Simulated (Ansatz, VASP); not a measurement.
## Ga in VASP and in Ansatz

File POSCAR:

```
Ga
1.0
   -1.6531836060      1.6531836060      1.6531836060
    1.6531836060     -1.6531836060      1.6531836060
    1.6531836060      1.6531836060     -1.6531836060
Ga
1
Direct
    0.0000000000      0.0000000000      0.0000000000
```

File INCAR.step1:

```
PREC     = Accurate       # precision mode
ENCUT    = 520            # plane-wave cutoff, eV
ISMEAR   = 0              # smearing method
SIGMA    = 0.05           # smearing width, eV
LREAL    = F              # projectors in reciprocal space
LASPH    = T              # aspherical terms in the spheres
NELM     = 60             # most SCF steps
NBANDS   = 12             # bands
GGA      = PE             # functional
ALGO     = Normal         # electronic algorithm
EDIFF    = 1E-4           # SCF threshold, eV
LWAVE    = T              # write WAVECAR
LCHARG   = F              # write CHGCAR
```

The input INCAR.step2:

```
PREC     = Accurate       # precision mode
ENCUT    = 520            # plane-wave cutoff, eV
EDIFF    = 1E-6           # SCF threshold, eV
ISMEAR   = 0              # smearing method
SIGMA    = 0.05           # smearing width, eV
LREAL    = F              # projectors in reciprocal space
LASPH    = T              # aspherical terms in the spheres
NELM     = 60             # most SCF steps
ALGO     = Normal         # electronic algorithm
ISIF     = 2              # what is computed and relaxed
LWAVE    = F              # write WAVECAR
LCHARG   = F              # write CHGCAR
METAGGA  = R2SCAN         # meta-GGA
LMIXTAU  = T            
NBANDS   = 12             # bands
ISTART   = 1
```

Contents of KPOINTS:

```
regular mesh
0
Gamma
  18 18 18
```

Input for Ansatz:

```yaml
crystal:
  lattice:
    - [-1.653183606, 1.653183606, 1.653183606]
    - [1.653183606, -1.653183606, 1.653183606]
    - [1.653183606, 1.653183606, -1.653183606]
  atoms:
    - { symbol: Ga, position: [0.0, 0.0, 0.0] }
basis:
  ecutwfc: 500
  ecutrho_ratio: 4
kpoints:
  mp_grid: { grid: [18, 18, 18] }
hamiltonian:
  xc: r2scan
scf:
  occupations: { method: gaussian, width: 0.05 }
output:
  forces: true
  stress: true
  eigenvalues: true
```

Alike in both runs: task single point; functional r2SCAN; k mesh 18 × 18 × 18; occupations gaussian, width 0.05 eV; no spin polarisation.

|  | VASP | Ansatz |
| --- | --- | --- |
| version | VASP 6.6.1 | Ansatz 0.2.0 |
| potentials or method | VASP PAW PBE potentials, release 64 (Ga_d) | scalar-relativistic, plane waves, PAW |
| plane-wave cutoff (eV) | 520 | 500 |
| valence electrons in the cell | 13 | 13 |

```tsv
	VASP	Ansatz	Ansatz less VASP
gap on the k mesh at the Fermi level (eV)	none	none	-
pressure (GPa)	0.3	0.1	-0.18
```

A gap of «none» marks a metal or a gap that the smearing closes.

Caveats: the PAW data sets were made with another functional, which shifts forces and pressure a little (VASP).
